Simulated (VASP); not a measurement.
Input of a VASP 6.6.1 run:

INCAR

```
ALGO = Normal
DIPOL = 0.5 0.5 0.500
EDIFF = 1E-6
EDIFFG = -0.02
ENCUT = 520
GGA = PE
IBRION = 2
IDIPOL = 3
ISIF = 2
ISMEAR = 1
LASPH = T
LCHARG = F
LDIPOL = T
LREAL = F
LWAVE = F
NELM = 80
NSW = 80
PREC = Accurate
SIGMA = 0.1
```

File KPOINTS:

```
k-points
0
Gamma
  13 13 1
```

Contents of POSCAR:

```
Ag
1.0
    2.9314808700      0.0000000000      0.0000000000
    0.0000000000      2.9314808700      0.0000000000
    0.0000000000      0.0000000000     19.1457400000
Ag
3
Direct
    0.5000000000      0.5000000000      0.3917320500
    0.0000000000      0.0000000000      0.5000000000
    0.5000000000      0.5000000000      0.6082679500
```

Potentials or basis: VASP PAW PBE potentials, release 64 (Ag).

Run with:

```console
$ cat potpaw_PBE.64/Ag/POTCAR > POTCAR
$ mpirun -np 1 vasp_std > vasp.out
```

(1) Predict the band gap on the k mesh.

(2) Predict the energy gained by relaxing.

## Answers

(1) none (metal or under the smearing width).

(2) 1.1 meV/atom.
